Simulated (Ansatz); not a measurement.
## Ti (Im-3m), comparing deformations

These are results of DFT PBEsol, scalar-relativistic, plane waves, PAW in Ansatz 0.2.0, not measurements. The runs took a 420 eV cutoff, a Γ-centred 26×26×26 mesh and Gaussian smearing (0.15 eV). No spin polarisation. Energies are free energies at this smearing, counted from the undisturbed cell; pressure is positive in compression.

Zero of the scan (relaxed at this level; this bcc form isn't the usual structure):

```
Ti
1.0
    -1.60512    1.60512    1.60512
     1.60512   -1.60512    1.60512
     1.60512    1.60512   -1.60512
Ti
1
Direct
  0.00000 0.00000 0.00000
```

The cell is strained by ε times a Voigt pattern (xx, yy, zz, yz, xz, xy; engineering shear) with fractional coordinates fixed. τ = (1/V0) dE/dε comes from the stress tensor. Of each scan, only the three points used here are listed.

```csv
pattern,ε,τ (GPa)
"(1, 1, 0, 0, 0, 0)",-0.0250,-11.99
"(1, 1, 0, 0, 0, 0)",0.0000,-0.07
"(1, 1, 0, 0, 0, 0)",0.0250,9.96
"(0, 0, 1, 0, 0, 0)",-0.0250,-2.65
"(0, 0, 1, 0, 0, 0)",0.0000,-0.04
"(0, 0, 1, 0, 0, 0)",0.0250,2.29
"(0, 1, 0, 0, 0, 0)",-0.0250,-2.65
"(0, 1, 0, 0, 0, 0)",0.0000,-0.04
"(0, 1, 0, 0, 0, 0)",0.0250,2.29
"(1, 0, 0, 0, 0, 0)",-0.0250,-2.65
"(1, 0, 0, 0, 0, 0)",0.0000,-0.04
"(1, 0, 0, 0, 0, 0)",0.0250,2.29
```

Question: Which constants do the scans give, and which deformation costs least for the same size of strain tensor?

Answer: The slope dτ/dε at zero (parabola through three points) is pᵀCp: (1, 1, 0, 0, 0, 0) gives 2(C11 + C12) = 439 GPa; (0, 0, 1, 0, 0, 0) gives C11 = 99 GPa; (0, 1, 0, 0, 0, 0) gives C11 = 99 GPa; (1, 0, 0, 0, 0, 0) gives C11 = 99 GPa. The size of the strain tensor, ε:ε, is ε² times 2.0, 1.0, 1.0, 1.0. Per unit of it the stiffnesses are 219, 99, 99, 99 GPa, so (0, 0, 1, 0, 0, 0) is the softest of these, level with (1, 0, 0, 0, 0, 0) (alike by symmetry): at ε:ε = (1 %)² the quadratic term costs 0.51 meV/atom against 1.13 for the stiffest.

In a metal these slopes depend on the k mesh and the smearing.